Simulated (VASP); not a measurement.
# Ge (P6_3/mmc) in VASP: phonons with LDA

Aim: the phonons of Ge with LDA.

Program: VASP 6.6.1. These are calculated values, not measurements. Logs are shortened: lines on timing, memory, paths and dates and some standing lists are left out, and cuts for length are marked.

## Step 1: The structure

It takes space group P6_3/mmc (No. 194, hexagonal). Conventional cell: a = 3.961 Å, b = 3.961 Å, c = 6.537 Å, α = 90.00°, β = 90.00°, γ = 120.00°. Ge (site symmetry 3m) has 4 Ge at 2.43 to 2.45 Å as nearest neighbours.

This isn't the form of Ge at room conditions, which is diamond.

## Step 2: Phonons, LDA

POSCAR reads:

```
Ge
1.0
    3.9614941771      0.0000000000      0.0000000000
   -1.9807470886      3.4307545944      0.0000000000
    0.0000000000      0.0000000000      6.5367436568
  Ge
     4
Direct
     0.6666666699999979    0.3333333300000021    0.0628829611405818
     0.3333333300000021    0.6666666699999979    0.5628829611405818
     0.6666666699999979    0.3333333300000021    0.4371170388594183
     0.3333333300000021    0.6666666699999979    0.9371170388594182
```

INCAR.step1 reads:

```
PREC = Accurate ; ENCUT = 600
EDIFF = 1E-8 ; ISMEAR = 0
SIGMA = 0.03 ; LREAL = F
LASPH = T ; NELM = 80
ALGO = Normal ; ISIF = 3
LWAVE = F ; LCHARG = F
KPAR = 2 ; IBRION = 2
NSW = 40 ; EDIFFG = -0.002
```

INCAR.step2 reads:

```
PREC = Accurate ; ENCUT = 600
EDIFF = 1E-8 ; ISMEAR = 0
SIGMA = 0.03 ; LREAL = F
LASPH = T ; NELM = 80
ALGO = Normal ; ISIF = 2
LWAVE = F ; LCHARG = F
KPAR = 2 ; IBRION = 6
NFREE = 2 ; POTIM = 0.015
NSW = 1
```

KPOINTS reads:

```
Automatic mesh
0
Gamma
  12 12 5
```

Potentials or basis: VASP PAW LDA potentials, release 64 (Ge_d).

The run is started by

```console
> cat potpaw_LDA.64/Ge_d/POTCAR > POTCAR
> cp INCAR.step1 INCAR
> mpirun -np 2 vasp_std > vasp.out
> cp CONTCAR POSCAR
> cp INCAR.step2 INCAR
> mpirun -np 2 vasp_std > vasp.out
```

OUTCAR:

```text
PREC = Accurate
   ENCUT = 600
   EDIFF = 1E-8
   ISMEAR = 0
   LREAL = F
   LASPH = T
   NELM = 80
   ISIF = 2
   IBRION = 6
   NFREE = 2
   POTIM = 0.015
   NSW = 1

 ion  position               nearest neighbor table
   1  0.667  0.333  0.063-   4 2.43   4 2.43   4 2.43   3 2.45
   2  0.333  0.667  0.563-   3 2.43   3 2.43   3 2.43   4 2.45
   3  0.667  0.333  0.437-   2 2.43   2 2.43   2 2.43   1 2.45
   4  0.333  0.667  0.937-   1 2.43   1 2.43   1 2.43   2 2.45

  LATTYP: Found a hexagonal cell.
 ALAT       =     3.9614941771
 C/A-ratio  =     1.6500702423

  Lattice vectors:

 A1 = (   3.9614941771,   0.0000000000,   0.0000000000)
 A2 = (  -1.9807470886,   3.4307545944,   0.0000000000)
 A3 = (   0.0000000000,   0.0000000000,   6.5367436568)

Analysis of symmetry for initial positions (statically):
=====================================================================
 Subroutine PRICEL returns:
 Original cell was already a primitive cell.

 Routine SETGRP: Setting up the symmetry group for a
 hexagonal supercell.

 Subroutine GETGRP returns: Found 24 space group operations
 (whereof 12 operations were pure point group operations)
 out of a pool of 24 trial point group operations.

The static configuration has the point symmetry D_3d.
 The point group associated with its full space group is D_6h.

Analysis of symmetry for dynamics (positions and initial velocities):
=====================================================================
 Subroutine PRICEL returns:
 Original cell was already a primitive cell.

 Routine SETGRP: Setting up the symmetry group for a
 hexagonal supercell.

 Subroutine GETGRP returns: Found 24 space group operations
 (whereof 12 operations were pure point group operations)
 out of a pool of 24 trial point group operations.

The dynamic configuration has the point symmetry D_3d.
 The point group associated with its full space group is D_6h.

 Subroutine INISYM returns: Found 24 space group operations
 (whereof 12 operations are pure point group operations),
 and found     1 'primitive' translations

----------------------------------------------------------------------------------------

                                     Primitive cell

[... 307 lines left out ...]

 E-fermi :   4.9536     XC(G=0): -10.3745

 val. band max:        4.9527525981   @ k =   0.0000   0.0000   0.2000
 cond. band min:       5.0465827526   @ k =   0.0000   0.0000   0.0000
 fundamental gap:      0.0938301546
 Fermi energy:         4.9536016555

 k-point     1 :       0.0000    0.0000    0.0000
  band No.  band energies     occupation
      1     -20.1020      2.00000
      2     -20.1020      2.00000
      3     -20.0573      2.00000
      4     -20.0536      2.00000
      5     -20.0536      2.00000
      6     -20.0382      2.00000
[... 853 lines left out ...]
     32       9.1077      0.00000
     33       9.7607      0.00000

 [... further k-points ...]

------------------------ aborting loop because EDIFF is reached ----------------------------------------

  FORCE on cell =-STRESS in cart. coord.  units (eV):
  Direction    XX          YY          ZZ          XY          YZ          ZX
  --------------------------------------------------------------------------------------
  -------------------------------------------------------------------------------------
  Total        0.0783457      0.0783457     -0.1304146     -0.0000000      0.0000000      0.0000000
  in kB        1.4129128      1.4129128     -2.3519432     -0.0000000      0.0000000      0.0000000
  external PRESSURE =       0.1579608 kB  Pullay stress =       0.0000000 kB
[... 19 lines left out ...]
  FREE ENERGIE OF THE ION-ELECTRON SYSTEM (eV)
  ---------------------------------------------------
  free  energy   TOTEN  =       -20.7166381752 eV

  energy  without entropy=      -20.7165857910  energy(sigma->0) =      -20.71661198

 INTERNAL STRAIN TENSORS FROM DISPLACED ATOMS
 ============================================

 INTERNAL STRAIN TENSOR FOR ION    1 for displacements in x,y,z  (eV/Angst):
          X           Y           Z          XY          YZ          ZX
  --------------------------------------------------------------------------------
  x    -0.00000     0.00000    -0.00000     7.46259     0.00000    -5.77421
  y     7.46259    -7.46259     0.00000     0.00000    -5.77420     0.00000
  z    -5.28631    -5.28631     9.24726     0.00000     0.00000    -0.00000

 INTERNAL STRAIN TENSOR FOR ION    4 for displacements in x,y,z  (eV/Angst):
          X           Y           Z          XY          YZ          ZX
  --------------------------------------------------------------------------------
  x     0.00000    -0.00000     0.00000    -7.46259    -0.00000     5.77421
  y    -7.46259     7.46259     0.00000    -0.00000     5.77420    -0.00000
  z     5.28631     5.28631    -9.24726    -0.00000     0.00000     0.00000

 Eigenvectors and eigenvalues of the dynamical matrix
 ----------------------------------------------------

   1 f  =    8.843632 THz    55.566178 2PiTHz  294.991808 cm-1    36.574306 meV
             X         Y         Z           dx          dy          dz
      1.980747  1.143585  0.411050    -0.000000    0.000000   -0.500000
     -0.000000  2.287170  3.679422    -0.000000    0.000000   -0.500000
      1.980747  1.143585  2.857322     0.000000   -0.000000    0.500000
     -0.000000  2.287170  6.125694     0.000000   -0.000000    0.500000
[... 57 lines left out ...]
  10 f  =    0.000000 THz     0.000001 2PiTHz    0.000003 cm-1     0.000000 meV
             X         Y         Z           dx          dy          dz
      1.980747  1.143585  0.411050     0.326073    0.379041   -0.002056
     -0.000000  2.287170  3.679422     0.326073    0.379041   -0.002056
      1.980747  1.143585  2.857322     0.326073    0.379041   -0.002056
     -0.000000  2.287170  6.125694     0.326073    0.379041   -0.002056

  11 f/i=    0.000000 THz     0.000001 2PiTHz    0.000003 cm-1     0.000000 meV
             X         Y         Z           dx          dy          dz
      1.980747  1.143585  0.411050     0.008173   -0.004319    0.499915
     -0.000000  2.287170  3.679422     0.008173   -0.004319    0.499915
      1.980747  1.143585  2.857322     0.008173   -0.004319    0.499915
     -0.000000  2.287170  6.125694     0.008173   -0.004319    0.499915

  12 f/i=    0.000000 THz     0.000001 2PiTHz    0.000007 cm-1     0.000001 meV
             X         Y         Z           dx          dy          dz
      1.980747  1.143585  0.411050    -0.378959    0.326051    0.009012
     -0.000000  2.287170  3.679422    -0.378959    0.326051    0.009012
      1.980747  1.143585  2.857322    -0.378959    0.326051    0.009012
     -0.000000  2.287170  6.125694    -0.378959    0.326051    0.009012

 ELASTIC MODULI CONTR FROM IONIC RELAXATION (kBar)
 Direction    XX          YY          ZZ          XY          YZ          ZX
 --------------------------------------------------------------------------------
 XX        -275.7223    102.2061    151.7645      0.0000     -0.0000     -0.0000
 YY         102.2061   -275.7223    151.7645      0.0000      0.0000     -0.0000
 ZZ         151.7645    151.7645   -265.4790     -0.0000      0.0000      0.0000
 XY           0.0000      0.0000     -0.0000   -188.9642     -0.0000      0.0000
 YZ          -0.0000      0.0000      0.0000     -0.0000   -105.2887      0.0000
 ZX           0.0000     -0.0000      0.0000      0.0000      0.0000   -105.2888
 --------------------------------------------------------------------------------
```

OSZICAR.step1:

```text
N       E                     dE             d eps       ncg     rms          rms(c)
DAV:   1     0.508931750255E+03    0.50893E+03   -0.31693E+04  4315   0.502E+03
DAV:   2     0.665202587333E+02   -0.44241E+03   -0.43523E+03  3762   0.887E+02
DAV:   3    -0.164581741597E+02   -0.82978E+02   -0.81953E+02  4298   0.227E+02
DAV:   4    -0.209891213981E+02   -0.45309E+01   -0.45204E+01  4209   0.622E+01
DAV:   5    -0.210858934549E+02   -0.96772E-01   -0.96733E-01  4445   0.101E+01    0.479E+00
DAV:   6    -0.208404750654E+02    0.24542E+00   -0.12681E-01  4317   0.244E+00    0.273E+00
DAV:   7    -0.207161374294E+02    0.12434E+00   -0.19868E-01  3953   0.252E+00    0.193E-01
DAV:   8    -0.207179331781E+02   -0.17957E-02   -0.15479E-02  4536   0.114E+00    0.948E-02
DAV:   9    -0.207180631211E+02   -0.12994E-03   -0.26667E-04  4497   0.108E-01    0.267E-02
DAV:  10    -0.207180577527E+02    0.53685E-05   -0.22518E-05  5040   0.675E-02    0.134E-02
DAV:  11    -0.207180575882E+02    0.16443E-06   -0.36142E-06  4365   0.216E-02    0.152E-03
DAV:  12    -0.207180574898E+02    0.98413E-07   -0.60849E-07  4691   0.923E-03    0.688E-04
DAV:  13    -0.207180574889E+02    0.90768E-09   -0.31418E-08  3282   0.143E-03
   1 F= -.20718057E+02 E0= -.20718032E+02  d E =-.207181E+02
```

Run time: 14 min. Hardware: 2 MPI ranks of Intel Xeon Platinum 8259CL at 2.50GHz (Skylake/Cascade Lake), shared host; peak memory 1.4 GiB.

Results:

```
Highest phonon frequency at Γ : 295 cm⁻¹
```

Phonon frequencies in cm⁻¹ (negative: imaginary):
```csv
q point,frequencies
"(0.000, 0.000, 0.000)",0 0 0 52 52 216 241 282 282 292 292 295
```
